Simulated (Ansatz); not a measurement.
Ga under changes of volume

One of the cells (23.705 Å³/atom); the others are scaled copies at fixed shape and fractional positions:

```
Ga
1.0
     4.44947    0.00000    0.00000
    -2.22474    3.85336    0.00000
     0.00000    0.00000    2.76520
Ga
2
Direct
  0.33333 0.66667 0.50000
  0.66667 0.33333 0.50000
```

The cell was built by a generator and needn't be a form met in nature.

```yaml
Program: Ansatz 0.2.0
Functional: PBE
Potentials_or_basis: Ansatz PAW
Cutoff: "420 eV (not typed: the program's choice for these potentials)"
k_mesh: 7 × 7 × 10
Occupations: fermi-dirac, width 0.05 eV
Spin: no spin polarisation
```

| volume (Å³/atom) | energy over the lowest point (meV/atom) | pressure (GPa) |
| --- | --- | --- |
| 22.283 | 13.35 | 3.0 |
| 22.757 | 6.03 | 1.9 |
| 23.231 | 1.64 | 1.0 |
| 23.705 | 0.00 | 0.1 |
| 24.179 | 0.79 | -0.6 |
| 24.653 | 3.60 | -1.3 |
| 25.128 | ? | ? |

Q: What does the run at 25.128 Å³/atom give?

A: Energy over the lowest point 8.27 meV/atom; pressure -1.9 GPa.

Worked out: A Birch-Murnaghan fit of order 3 (a polynomial in V^(-2/3)) to the other rows has its minimum at 23.79 Å³/atom with B0 = V·E''(V) = 40 GPa and B' = 5.0 at fixed shape and positions, which overstates the stiffness. It gives 8.36 meV/atom at 25.128 Å³/atom, against the run's 8.27, and -dE/dV = -1.9 GPa, against -1.9.

Energies are extrapolated to zero smearing.
